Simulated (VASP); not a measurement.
# BaS (Fm-3m) in VASP: notebook

BaS is run at these levels: PBE; tasks: single point.

Everything below comes from runs of VASP 6.6.1. Logs are shortened: lines on timing, memory, paths and dates and some standing lists are left out, and cuts for length are marked.

**The experiment to reproduce.**

From a printed reference work, monograph, original work of 1988, for a bulk crystal of BaS at 2 K: band gap 3.806 eV (indirect).

The runs below are set against these values where they give the same quantity.

## (1) The cell of the first run

It takes space group Fm-3m (No. 225, cubic). The conventional cell has a = 6.388 Å, b = 6.388 Å, c = 6.388 Å, α = 90.00°, β = 90.00°, γ = 90.00°. Ba (site symmetry m-3m) has 6 S at 3.19 Å within 4.2 Å. Within 4.2 Å of S (site symmetry m-3m) lie 6 Ba at 3.19 Å.

## (2) Single point, PBE

Contents of INCAR:

```
SYSTEM = BaS
PREC = Accurate
ENCUT = 520
EDIFF = 1E-6
ISMEAR = -1
SIGMA = 0.03
LREAL = .False.
LASPH = .True.
NELM = 100
ALGO = Normal
ISIF = 2
LWAVE = .False.
LCHARG = .True.
GGA = PE
LELF = .True.
LVHAR = .True.
NBANDS = 15
```

Contents of KPOINTS:

```
regular mesh
0
Gamma
  5 5 5
  0 0 0
```

Contents of POSCAR:

```
BaS
1.0
    0.0000000000      3.1937500000      3.1937500000
    3.1937500000      0.0000000000      3.1937500000
    3.1937500000      3.1937500000      0.0000000000
Ba S
1 1
Direct
    0.0000000000      0.0000000000      0.0000000000
    0.5000000000      0.5000000000      0.5000000000
```

Potentials or basis: VASP PAW PBE potentials, release 64 (Ba_sv, S).

Launch:

```sh
$ cat potpaw_PBE.64/Ba_sv/POTCAR potpaw_PBE.64/S/POTCAR > POTCAR
$ mpirun -np 1 vasp_std > vasp.out
```

OUTCAR:

```text
SYSTEM = BaS
   PREC = Accurate
   ENCUT = 520
   EDIFF = 1E-6
   ISMEAR = -1
   LREAL = .False.
   LASPH = .True.
   NELM = 100
   ISIF = 2
   GGA = PE

 ion  position               nearest neighbor table
   1  0.000  0.000  0.000-   2 3.19   2 3.19   2 3.19   2 3.19   2 3.19   2 3.19
   2  0.500  0.500  0.500-   1 3.19   1 3.19   1 3.19   1 3.19   1 3.19   1 3.19

  LATTYP: Found a face centered cubic cell.
 ALAT       =     6.3875000000

  Lattice vectors:

 A1 = (   0.0000000000,   3.1937500000,   3.1937500000)
 A2 = (   3.1937500000,   0.0000000000,   3.1937500000)
 A3 = (   3.1937500000,   3.1937500000,   0.0000000000)

Analysis of symmetry for initial positions (statically):
=====================================================================
 Subroutine PRICEL returns:
 Original cell was already a primitive cell.

 Routine SETGRP: Setting up the symmetry group for a
 face centered cubic supercell.

 Subroutine GETGRP returns: Found 48 space group operations
 (whereof 48 operations were pure point group operations)
 out of a pool of 48 trial point group operations.

The static configuration has the point symmetry O_h .

Analysis of symmetry for dynamics (positions and initial velocities):
=====================================================================
 Subroutine PRICEL returns:
 Original cell was already a primitive cell.

 Routine SETGRP: Setting up the symmetry group for a
 face centered cubic supercell.

 Subroutine GETGRP returns: Found 48 space group operations
 (whereof 48 operations were pure point group operations)
 out of a pool of 48 trial point group operations.

The dynamic configuration has the point symmetry O_h .

 Subroutine INISYM returns: Found 48 space group operations
 (whereof 48 operations are pure point group operations),
 and found     1 'primitive' translations

----------------------------------------------------------------------------------------

                                     Primitive cell

  volume of cell :      65.1527

  direct lattice vectors                    reciprocal lattice vectors
     0.000000000  3.193750000  3.193750000    -0.156555773  0.156555773  0.156555773
     3.193750000  0.000000000  3.193750000     0.156555773 -0.156555773  0.156555773
     3.193750000  3.193750000  0.000000000     0.156555773  0.156555773 -0.156555773

  length of vectors
     4.516644565  4.516644565  4.516644565     0.271162553  0.271162553  0.271162553

  position of ions in fractional coordinates (direct lattice)
     0.000000000  0.000000000  0.000000000
     0.500000000  0.500000000  0.500000000
[... 61 lines left out ...]
   NELM   =    100;   NELMIN=  2; NELMDL= -5     # of ELM steps
   EDIFF  = 0.1E-05   stopping-criterion for ELM
   LREAL  =      F    real-space projection
[... 7 lines left out ...]
   TEBEG  =    0.0;   TEEND  =   0.0 temperature during run
   PSTRESS=    0.0 pullay stress
   NELECT =      16.0000    total number of electrons
   NUPDOWN=      -1.0000    fix difference up-down
   EMIN   =  10.00;   EMAX   =-10.00  energy-range for DOS
   EFERMI =   0.00;   METHOD = LEGACY
   ISMEAR =    -1;   SIGMA  =   0.03  broadening in eV -4-tet -1-fermi 0-gaus
   EFERMI_NEDOS =   21; number of points for ismear=-14 and -15
   IALGO  =     38    algorithm
   IMIX   =      4    mixing-type and parameters
     AMIX     =   0.40;   BMIX     =  1.00
     AMIX_MAG =   1.60;   BMIX_MAG =  1.00
  volume/ion in A,a.u.               =      32.58       219.84
  Fermi-wavevector in a.u.,A,eV,Ry     =   1.025189  1.937326 14.299891  1.051012
  Thomas-Fermi vector in A             =   2.159016
   LORBIT       =      0    0 simple, 1 ext, 2 COOP (PROOUT), +10 PAW based schemes
   GGA     = PE    functional components
[... 5 lines left out ...]
 non-spin polarized calculation
  energy-cutoff  :      520.00
  volume of cell :       65.15
 maximum number of plane-waves:      1807
 NGX is ok and might be reduce to    36
   NGX = 17   NGY = 17   NGZ = 17

 number of electron      16.0000001 magnetization

 Free energy of the ion-electron system (eV)
  ---------------------------------------------------
  ext. energy  EPLUGINS =         0.00000000
  ---------------------------------------------------
  free energy    TOTEN  =       -10.18383629 eV

  energy without entropy =      -10.18383629  energy(sigma->0) =      -10.18383629

 E-fermi :   2.1854     XC(G=0):  -8.6254

 val. band max:        1.4552580371   @ k =   0.0000   0.0000   0.0000
 cond. band min:       3.6774822512   @ k =   0.4000   0.4000   0.0000
 fundamental gap:      2.2222242142
 Fermi energy:         2.1854441841

 k-point     1 :       0.0000    0.0000    0.0000
  band No.  band energies     occupation
      1     -24.6211      2.00000
      2      -9.6767      2.00000
      3      -9.6767      2.00000
      4      -9.6767      2.00000
      5      -8.9049      2.00000
      6       1.4553      2.00000
      7       1.4553      2.00000
      8       1.4553      2.00000
      9       5.0542      0.00000
     10       5.3226      0.00000
     11       5.3226      0.00000
     12       5.3226      0.00000
     13       6.2483      0.00000
     14       6.2483      0.00000
[... 149 lines left out ...]
      2     -10.3853      2.00000
      3      -9.9505      2.00000
      4      -9.8810      2.00000
      5      -8.2047      2.00000
      6       0.2918      2.00000
      7       0.7228      2.00000
      8       1.0124      2.00000
      9       5.1565      0.00000
     10       6.6543      0.00000
     11       7.6234      0.00000
     12       8.5450      0.00000
     13       8.9467      0.00000
     14      10.3145      0.00000
     15      11.0612      0.00000

------------------------ aborting loop because EDIFF is reached ----------------------------------------

  FORCE on cell =-STRESS in cart. coord.  units (eV):
  Direction    XX          YY          ZZ          XY          YZ          ZX
  --------------------------------------------------------------------------------------
  -------------------------------------------------------------------------------------
  Total        0.5838652      0.5838652      0.5838652     -0.0000000      0.0000000      0.0000000
  in kB       14.3578844     14.3578844     14.3578844     -0.0000000      0.0000000      0.0000000
  external PRESSURE =      14.3578844 kB  Pullay stress =       0.0000000 kB

 VOLUME and BASIS-vectors are now :
 -----------------------------------------------------------------------------
  energy-cutoff  :      520.00
  volume of cell :       65.15
      direct lattice vectors                 reciprocal lattice vectors
     0.000000000  3.193750000  3.193750000    -0.156555773  0.156555773  0.156555773
     3.193750000  0.000000000  3.193750000     0.156555773 -0.156555773  0.156555773
     3.193750000  3.193750000  0.000000000     0.156555773  0.156555773 -0.156555773

 POSITION                                       TOTAL-FORCE (eV/Angst)
 -----------------------------------------------------------------------------------
      0.00000      0.00000      0.00000        -0.000000      0.000000     -0.000000
      3.19375      3.19375      3.19375         0.000000      0.000000      0.000000
 -----------------------------------------------------------------------------------
    total drift:                                0.000000      0.000000      0.000000

  FREE ENERGIE OF THE ION-ELECTRON SYSTEM (eV)
  ---------------------------------------------------
  free  energy   TOTEN  =       -10.1838362886 eV

  energy  without entropy=      -10.1838362886  energy(sigma->0) =      -10.18383629
```

Wall time 9.6 s (1 thread of Intel Xeon Platinum 8488C (Sapphire Rapids), shared host); peak memory 0.2 GiB.

Results:

- Free energy: -10.1838 eV
- Pressure: 1.4 GPa
- Band gap on the k mesh: 2.22 eV, indirect (least direct gap 2.38 eV)

Caveat: spin-orbit coupling is left out, which moves the levels of the heavy elements.

## (3) Single point, PBE

Contents of INCAR:

```
ALGO = Normal
EDIFF = 1E-6
ENCUT = 520
GGA = PE
ISIF = 2
ISMEAR = 0
LASPH = T
LCHARG = F
LREAL = F
LWAVE = F
NBANDS = 15
NELM = 80
PREC = Accurate
SIGMA = 0.024
```

Contents of KPOINTS:

```
k-points
0
Gamma
  7 7 7
```

POSCAR is that of step 2.

Potentials or basis: VASP PAW PBE potentials, release 64 (Ba_sv, S).

Launch:

```sh
$ cat potpaw_PBE.64/Ba_sv/POTCAR potpaw_PBE.64/S/POTCAR > POTCAR
$ mpirun -np 1 vasp_std > vasp.out
```

OUTCAR:

```text
EDIFF = 1E-6
   ENCUT = 520
   GGA = PE
   ISIF = 2
   ISMEAR = 0
   LASPH = T
   LREAL = F
   NELM = 80
   PREC = Accurate

 ion  position               nearest neighbor table
   1  0.000  0.000  0.000-   2 3.19   2 3.19   2 3.19   2 3.19   2 3.19   2 3.19
   2  0.500  0.500  0.500-   1 3.19   1 3.19   1 3.19   1 3.19   1 3.19   1 3.19

  LATTYP: Found a face centered cubic cell.
 ALAT       =     6.3875000000

  Lattice vectors:

 A1 = (   0.0000000000,   3.1937500000,   3.1937500000)
 A2 = (   3.1937500000,   0.0000000000,   3.1937500000)
 A3 = (   3.1937500000,   3.1937500000,   0.0000000000)

Analysis of symmetry for initial positions (statically):
=====================================================================
 Subroutine PRICEL returns:
 Original cell was already a primitive cell.

 Routine SETGRP: Setting up the symmetry group for a
 face centered cubic supercell.

 Subroutine GETGRP returns: Found 48 space group operations
 (whereof 48 operations were pure point group operations)
 out of a pool of 48 trial point group operations.

The static configuration has the point symmetry O_h .
[... 169 lines left out ...]
      4      -9.6763      2.00000
      5      -8.9066      2.00000
      6       1.4538      2.00000
      7       1.4538      2.00000
      8       1.4538      2.00000
      9       5.0535      0.00000
     10       5.3225      0.00000
     11       5.3225      0.00000
     12       5.3225      0.00000
     13       6.2482      0.00000
     14       6.2482      0.00000
[... 329 lines left out ...]
      2     -10.3132      2.00000
      3     -10.0371      2.00000
      4      -9.8909      2.00000
      5      -8.2358      2.00000
      6       0.3128      2.00000
      7       0.8650      2.00000
      8       0.9348      2.00000
      9       5.3864      0.00000
     10       6.2993      0.00000
     11       7.8671      0.00000
     12       8.5366      0.00000
     13       8.6793      0.00000
     14      10.6185      0.00000
     15      11.6462      0.00000

------------------------ aborting loop because EDIFF is reached ----------------------------------------

  FORCE on cell =-STRESS in cart. coord.  units (eV):
  Direction    XX          YY          ZZ          XY          YZ          ZX
  --------------------------------------------------------------------------------------
  -------------------------------------------------------------------------------------
  Total        0.5801922      0.5801922      0.5801922     -0.0000000      0.0000000      0.0000000
  in kB       14.2675611     14.2675611     14.2675611     -0.0000000      0.0000000      0.0000000
  external PRESSURE =      14.2675611 kB  Pullay stress =       0.0000000 kB

 VOLUME and BASIS-vectors are now :
 -----------------------------------------------------------------------------
  energy-cutoff  :      520.00
  volume of cell :       65.15
      direct lattice vectors                 reciprocal lattice vectors
     0.000000000  3.193750000  3.193750000    -0.156555773  0.156555773  0.156555773
     3.193750000  0.000000000  3.193750000     0.156555773 -0.156555773  0.156555773
     3.193750000  3.193750000  0.000000000     0.156555773  0.156555773 -0.156555773

 POSITION                                       TOTAL-FORCE (eV/Angst)
 -----------------------------------------------------------------------------------
      0.00000      0.00000      0.00000        -0.000000      0.000000     -0.000000
      3.19375      3.19375      3.19375         0.000000      0.000000      0.000000
 -----------------------------------------------------------------------------------
    total drift:                                0.000000      0.000000      0.000000

  FREE ENERGIE OF THE ION-ELECTRON SYSTEM (eV)
  ---------------------------------------------------
  free  energy   TOTEN  =       -10.1847207444 eV

  energy  without entropy=      -10.1847207444  energy(sigma->0) =      -10.18472074
```

Run time: 13 s. Hardware: 1 thread of Intel Xeon Platinum 8488C (Sapphire Rapids), shared host; peak memory 0.21 GiB.

What came out:

* Free energy: -10.1847 eV
* Pressure: 1.4 GPa
* Band gap on the k mesh: 2.17 eV, indirect (least direct gap 2.31 eV)

Levels at points of the mesh, in eV from the valence-band top:
```csv
k point,band 6,band 7,band 8,band 9,band 10,band 11
"(0.00, 0.00, 0.00)",0.00,0.00,0.00,3.60,3.87,3.87
```

Caveat: spin-orbit coupling is left out, which moves the levels of the heavy elements.

## (4) Against experiment

Step 2. A measured gap of BaS is 3.806 eV (indirect; 2 K; a printed reference work, monograph, original work of 1988); the calculated 2.22 eV misses it by -1.58 eV. Spin-orbit coupling on Ba is left out. The value is that of PBE on a finite k mesh, which can miss the band edges, without temperature or zero-point motion. Semilocal functionals fall short of measured gaps as a rule.

Step 3. Against the measured gap of BaS, 3.806 eV (indirect; 2 K; a printed reference work, monograph, original work of 1988), the calculated 2.17 eV is off by -1.64 eV. Spin-orbit coupling on Ba is left out. The value is that of PBE on a finite k mesh, which can miss the band edges, without temperature or zero-point motion. Semilocal functionals fall short of measured gaps as a rule.
